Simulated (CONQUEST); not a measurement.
Ge under changes of volume

One of the cells (22.639 Å³/atom); the others are scaled copies at fixed shape and fractional positions:

```
Ge
1.0
     4.00068    0.00000    0.00000
     0.00000    4.00068    0.00000
     0.00000    0.00000    5.65782
Ge
4
Cartesian
  0.0000 2.0003 1.4145
  2.0003 0.0000 4.2434
  0.0000 0.0000 2.8289
  2.0003 2.0003 0.0000
```

| Item | Value |
| --- | --- |
| Program | CONQUEST 1.3 |
| Functional | PBE |
| Potentials or basis | PseudoDojo NC PBE, SZP, grid of 40 × 40 × 60 points |
| k mesh | 7 × 7 × 5 |
| Occupations | fermi-dirac, width 0.05 eV |
| Spin | no spin polarisation |

```csv
volume (Å³/atom),energy over the lowest point (meV/atom),pressure (GPa),gap on the mesh (eV)
21.281,141.25,14.3,0.51
21.733,?,?,?
22.186,73.69,9.9,0.38
22.639,48.24,8.2,0.33
23.092,27.65,6.4,0.10
23.545,11.50,4.8,none
23.997,0.00,3.5,none
```

What does the run at 21.733 Å³/atom give?

Energy over the lowest point 104.10 meV/atom; pressure 11.7 GPa; gap on the mesh 0.44 eV.

Worked out: A Birch-Murnaghan fit of order 3 (a polynomial in V^(-2/3)) to the other rows has no minimum within the range. It gives 104.67 meV/atom at 21.733 Å³/atom, against the run's 104.10, and -dE/dV = 11.9 GPa, against 11.7.

Energies are extrapolated to zero smearing.

Caveats: the atomic basis is small; the basis of atomic orbitals isn't converged, which shifts pressures, moduli and gaps; an odd mesh through Γ misses points on the zone boundary, where band edges often lie (some runs); the real-space grid breaks the cell's symmetry a little (some runs). Spin-orbit coupling on Ge is left out.

A gap of «none» marks a metal or a gap under the smearing width.
